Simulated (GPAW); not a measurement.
The system is BN.

```xyz
2
Lattice="0.0000 1.8130 1.8130 1.8130 0.0000 1.8130 1.8130 1.8130 0.0000" Properties=species:S:1:pos:R:3 pbc="T T T"
N     0.9065    0.9065    0.9065
B     0.0000    0.0000    0.0000
```

The cell is a database's computed one.

Program: GPAW 26.7.0. Alike in all runs: no spin polarisation; cell as given; k mesh 13 × 13 × 13; cutoff (eV) 800.

Problem. Order these runs on this cell by their pressure, lowest first.
A. level r2SCAN; potentials or basis GPAW PAW data sets (gpaw-data 1.2.1), pw; smearing fermi-dirac 0.05 eV; band path GXWKGLUWLK,UX; band points 100
B. level PBE; potentials or basis GPAW PAW data sets (gpaw-data 1.2.1), pw; smearing gaussian 0.024 eV
C. level RPBE; potentials or basis the program's PAW data sets (release 1.2.1) made for this functional, pw; smearing gaussian 0.02 eV

Solution. A (-6.3 GPa), B (-1.6 GPa), C (4.3 GPa).

Caveats: the PAW data sets were made with another functional, which shifts forces and pressure a little (some runs).
